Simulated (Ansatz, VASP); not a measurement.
**SiC: VASP beside Ansatz**

The input POSCAR:

```
SiC
1.0
    0.0000000000      2.2484891338      2.2484891338
    2.2484891338      0.0000000000      2.2484891338
    2.2484891338      2.2484891338      0.0000000000
Si C
1 1
Direct
    0.0000000000      0.0000000000      0.0000000000
    0.2500000000      0.2500000000      0.2500000000
```

Contents of INCAR.step1:

```
PREC     = Accurate       # precision mode
ENCUT    = 520            # plane-wave cutoff, eV
ISMEAR   = 0              # smearing method
SIGMA    = 0.02           # smearing width, eV
LREAL    = False          # projectors in reciprocal space
LASPH    = True           # aspherical terms in the spheres
NELM     = 60             # most SCF steps
NBANDS   = 11             # bands
GGA      = PE             # functional
ALGO     = Normal         # electronic algorithm
EDIFF    = 1E-4           # SCF threshold, eV
LWAVE    = True           # write WAVECAR
LCHARG   = False          # write CHGCAR
```

Contents of INCAR.step2:

```
PREC     = Accurate       # precision mode
ENCUT    = 520            # plane-wave cutoff, eV
EDIFF    = 1E-6           # SCF threshold, eV
ISMEAR   = 0              # smearing method
SIGMA    = 0.02           # smearing width, eV
LREAL    = False          # projectors in reciprocal space
LASPH    = True           # aspherical terms in the spheres
NELM     = 60             # most SCF steps
ALGO     = Normal         # electronic algorithm
ISIF     = 2              # what is computed and relaxed
LWAVE    = False          # write WAVECAR
LCHARG   = True           # write CHGCAR
METAGGA  = R2SCAN         # meta-GGA
LMIXTAU  = True         
LELF     = True           # ELF
LVHAR    = True         
NBANDS   = 11             # bands
ISTART   = 1
```

KPOINTS

```
regular mesh
0
Gamma
  10 10 10
```

Input for Ansatz:

```yaml
crystal:
  lattice:
    - [0.0, 2.2484891338, 2.2484891338]
    - [2.2484891338, 0.0, 2.2484891338]
    - [2.2484891338, 2.2484891338, 0.0]
  atoms:
    - { symbol: Si, position: [0.0, 0.0, 0.0] }
    - { symbol: C, position: [0.25, 0.25, 0.25] }
basis:
  ecutwfc: 500
kpoints:
  mp_grid: { grid: [10, 10, 10] }
hamiltonian:
  xc: r2scan
scf:
  occupations: { method: gaussian, width: 0.02 }
output:
  forces: true
  stress: true
  eigenvalues: true
```

Alike in both runs: task single point; functional r2SCAN; k mesh 10 × 10 × 10; occupations gaussian, width 0.02 eV; no spin polarisation.

|  | VASP | Ansatz |
| --- | --- | --- |
| version | VASP 6.6.1 | Ansatz 0.2.0 |
| potentials or method | VASP PAW PBE potentials, release 64 (Si, C) | scalar-relativistic, plane waves, PAW |
| plane-wave cutoff (eV) | 520 | 500 |
| valence electrons in the cell | 8 | 8 |

```tsv
	VASP	Ansatz	Ansatz less VASP
gap on the k mesh at the Fermi level (eV)	1.78	1.77	-0.009
least direct gap on the mesh (eV)	4.93	4.92	-0.011
pressure (GPa)	-18.1	-18.0	+0.11
```

Caveats: so large a pressure means that the cell lies far from this level's equilibrium, or that cutoff or potentials fall short (VASP); the potentials were made for another functional, which shifts forces and pressure (VASP). r2SCAN opens gaps a little over a GGA but as a rule still falls short of measured ones. A k mesh can miss the band edges.
